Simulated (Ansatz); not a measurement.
**VO2 (P4_2/mnm): equation of state**

The task here is to estimate one member of a computed series from the others.

The COD entry's cell or inner coordinates are ideal or old and differ from later refinements, so a difference from it is no clean test against experiment.

Method: DFT PBE, scalar-relativistic, plane waves, PAW, in Ansatz 0.2.0.

### Starting point

The structure is tetragonal, space group P4_2/mnm (No. 136). The conventional cell has a = 4.583 Å, b = 4.583 Å, c = 2.838 Å, α = 90.00°, β = 90.00°, γ = 90.00°. V (site symmetry mmm) has 6 O at 1.92 to 1.94 Å as nearest neighbours. O (site symmetry m2m) is surrounded by 3 V at 1.92 to 1.94 Å.

Structure file:

```cif
data_structure
_symmetry_space_group_name_H-M 'P 1'
_symmetry_Int_Tables_number 1
_cell_length_a 4.5832
_cell_length_b 4.5832
_cell_length_c 2.8384
_cell_angle_alpha 90.000
_cell_angle_beta 90.000
_cell_angle_gamma 90.000
_cell_volume 59.62
loop_
_atom_site_label
_atom_site_type_symbol
_atom_site_fract_x
_atom_site_fract_y
_atom_site_fract_z
_atom_site_occupancy
V1 V 0.00000 0.00000 0.00000 1
V2 V 0.50000 0.50000 0.50000 1
O1 O 0.30001 0.30001 0.00000 1
O2 O 0.19999 0.80001 0.50000 1
O3 O 0.69999 0.69999 0.00000 1
O4 O 0.80001 0.19999 0.50000 1
```

An earlier run at PBE left this cell at 9.937 Å³/atom and 0.01 GPa (6×6×10 mesh).

Volume factors to run: 0.980, 1.020, 0.960, 1.040.

Set-up of the first run:

Contents of input.yaml:

```yaml
crystal:
  lattice:
    - [4.5524145912, 0.0, 0.0]
    - [0.0, 4.5524145912, 0.0]
    - [0.0, 0.0, 2.8193629703]
  atoms:
    - { symbol: V, position: [0.0, 0.0, 0.0], spin: 0.92 }
    - { symbol: V, position: [0.5, 0.5, 0.5], spin: 0.92 }
    - { symbol: O, position: [0.300012863, 0.300012863, 0.0] }
    - { symbol: O, position: [0.199987137, 0.800012863, 0.5] }
    - { symbol: O, position: [0.699987137, 0.699987137, 0.0] }
    - { symbol: O, position: [0.800012863, 0.199987137, 0.5] }
basis:
  ecutwfc: 420
  ecutrho_ratio: 4
kpoints:
  mp_grid: { grid: [6, 6, 10] }
hamiltonian:
  xc: pbe
scf:
  occupations: { method: gaussian, width: 0.05 }
output:
  forces: true
  stress: true
  eigenvalues: true
  populations: true
magnetization:
  spin_polarized: true
relax:
  f_tol: 0.01
  max_steps: 40
  cell: { stress_tol: 0.1, fix: [volume] }
```

Run with:

```console
> ansatz run input.yaml --threads 4 --pin off --max-ram 10240MiB --backend cpu --events-out ev --progress --plain --runs-dir out
```

Steps of the session up to this table: Scaling the volume by 0.980; At 1.020 of the relaxed volume; Volume × 0.960; Volume × 1.040.

One table of the session follows, with a row left open; its other results are not shown here.

It belongs to the step «Energy and pressure against volume». 

| volume (Å³/atom) | energy (meV/atom) | pressure (GPa) | moment of atom 1 (μB) |
| --- | --- | --- | --- |
| 9.540 | 12.22 | 10.29 | 0.81 |
| 9.738 | ? | ? | ? |
| 9.937 | 0.00 | 0.01 | 0.83 |
| 10.136 | 2.66 | -4.24 | 0.84 |
| 10.335 | 10.29 | -7.92 | 0.85 |

Estimate the missing values for volume (Å³/atom) = 9.738.

Worked estimate for «energy (meV/atom)». A straight line through the neighbours (9.540, 12.22) and (9.937, 0.00) gives 12.22 + (0.00 − 12.22) × (9.738 − 9.540) / (9.937 − 9.540) = 6.13; a parabola fitted to 3 rows on both sides gives 3.21.

The run gave: energy (meV/atom): 2.91; pressure (GPa): 4.84; moment of atom 1 (μB): 0.82. In «energy (meV/atom)» the line misses by +3.22 and the parabola by +0.30.

Caveats from the session: Warnings in the runs' records: stability check not made.
